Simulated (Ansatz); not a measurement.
**PbSe: a single-point run**

Aim: a sound single-point run of PbSe. The structure is shown as the input types it.

Method: density functional or hybrid calculation with the settings of its input, plane waves (as first typed), in Ansatz 0.2.0.

5 further runs of the same task are left out: 5 that didn't finish.

### 1 The system as given

Symmetry: Fm-3m, No. 225, cubic system. The conventional cell has a = 6.177 Å, b = 6.177 Å, c = 6.177 Å, α = 90.00°, β = 90.00°, γ = 90.00°. Around Pb (site symmetry m-3m) lie 6 Se at 3.09 Å. Se (site symmetry m-3m) is surrounded by 6 Pb at 3.09 Å.

As a file:

```
Pb Se
1.0
     0.00000    3.08870    3.08870
     3.08870    0.00000    3.08870
     3.08870    3.08870    0.00000
Pb Se
1 1
Direct
  0.00000 0.00000 0.00000
  0.50000 0.50000 0.50000
```

### 2 The calculation

input.yaml reads:

```yaml
crystal:
  lattice:
    - [0.0, 3.088702218, 3.088702218]
    - [3.088702218, 0.0, 3.088702218]
    - [3.088702218, 3.088702218, 0.0]
  atoms:
    - { symbol: Pb, position: [0.0, 0.0, 0.0] }
    - { symbol: Se, position: [0.5, 0.5, 0.5] }
kpoints:
  mp_grid: { grid: [6, 6, 6] }
hamiltonian:
  xc: pbesol
scf:
  occupations: { method: fixed }
  n_extra_bands: 4
  convergence: { dr2_threshold: 1.0e-20 }
  max_iter: 73
output:
  forces: true
  stress: true
  eigenvalues: true
```

Launch:

```
$ ansatz run input.yaml --threads 4 --pin off --max-ram 3686MiB --backend cpu --events-out ev --progress --plain --runs-dir out
```

Q: Will this input give a usable result? If not, why, and what should change?

The run converged and reported no error. That alone doesn't make the input a sound one.

In the input, scf.convergence.dr2_threshold is 1.0e-20. The risk: threshold needlessly tight. Once met, so tight a threshold does no harm; it costs cycles.

To check: delete scf.convergence.dr2_threshold (the default then holds).
